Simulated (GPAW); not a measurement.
Se in GPAW: convergence with convergence criteria

Input of the first run (convergence criteria density=0.001 energy=0.01 eigenstates=0.0001); the others differ in this setting and in those tied to it:

File run.py:

```python
from ase import Atoms
from ase.dft.bandgap import bandgap
from ase.io import write
from ase.units import GPa
from gpaw import GPAW, PW

atoms = Atoms(['Se', 'Se', 'Se'],
              cell=[[4.3662, 0.0, 0.0],
                    [-2.1831, 3.781240118, 0.0],
                    [0.0, 0.0, 4.9536]],
              scaled_positions=[[0.7746, 0.7746, 0.0],
                                [0.0, 0.2254, 0.6666666667],
                                [0.2254, 0.0, 0.3333333333]],
              pbc=True)

calc = GPAW(mode=PW(600),
            xc='MGGA_X_R2SCAN+MGGA_C_R2SCAN',
            kpts={'size': (5, 5, 4), 'gamma': True},
            occupations={'name': 'fermi-dirac', 'width': 0.05},
            nbands=19,
            convergence={'density': 0.001, 'energy': 0.01, 'eigenstates': 0.0001},
            maxiter=100,
            txt='gpaw.txt')
atoms.calc = calc
energy = atoms.get_potential_energy()
forces = atoms.get_forces()
stress = atoms.get_stress()
calc.write('gs.gpw')
write('result.traj', atoms)
print(f'Energy: {energy:.6f} eV')
print('Forces (eV/A):')
print(forces.round(4))
print('Stress (GPa):', (stress / GPa).round(3))
print('Fermi level:', round(calc.get_fermi_level(), 4), 'eV')
print(f'Gap: {bandgap(calc)[0]:.4f} eV, direct: {bandgap(calc, direct=True)[0]:.4f} eV')
```

Potentials or basis: GPAW PAW data sets (gpaw-data 1.2.1), pw.

Run with:

```console
$ OMP_NUM_THREADS=1 python run.py
```

Hardware: 1 thread of Arm Neoverse V1, on a shared host.

The values tried are density=0.001 energy=0.01 eigenstates=0.0001, default, density=1e-05 energy=1e-05, density=1e-05 forces=0.0001, density=1e-06 energy=1e-06 eigenstates=1e-10, loosest first. From which on does the largest force stay within 0.005 eV/Å of the tightest run that finished?

From default on.

```csv
convergence criteria,"energy less the tightest run, at zero smearing (meV/atom)",pressure (GPa),largest force (eV/Å),SCF cycles,CPU time (s),peak memory (GiB)
density=0.001 energy=0.01 eigenstates=0.0001,0.00,1.22,0.043,10,81,0.22
default,0.00,1.28,0.055,13,110,0.22
density=1e-05 energy=1e-05,0.00,1.28,0.057,16,120,0.22
density=1e-05 forces=0.0001,0.00,1.28,0.057,17,130,0.22
density=1e-06 energy=1e-06 eigenstates=1e-10,0.00,1.28,0.057,16,130,0.23
```

Against the tightest run, the energy stays within 1 meV/atom from density=0.001 energy=0.01 eigenstates=0.0001 on; the pressure stays within 0.1 GPa from density=0.001 energy=0.01 eigenstates=0.0001 on. The tightest run that finished is the yardstick and may itself not be fully converged.

Caveat, for the tightest run too: the PAW data sets were made with another functional, which shifts forces and pressure a little; an odd mesh through Γ misses points on the zone boundary, where band edges often lie.
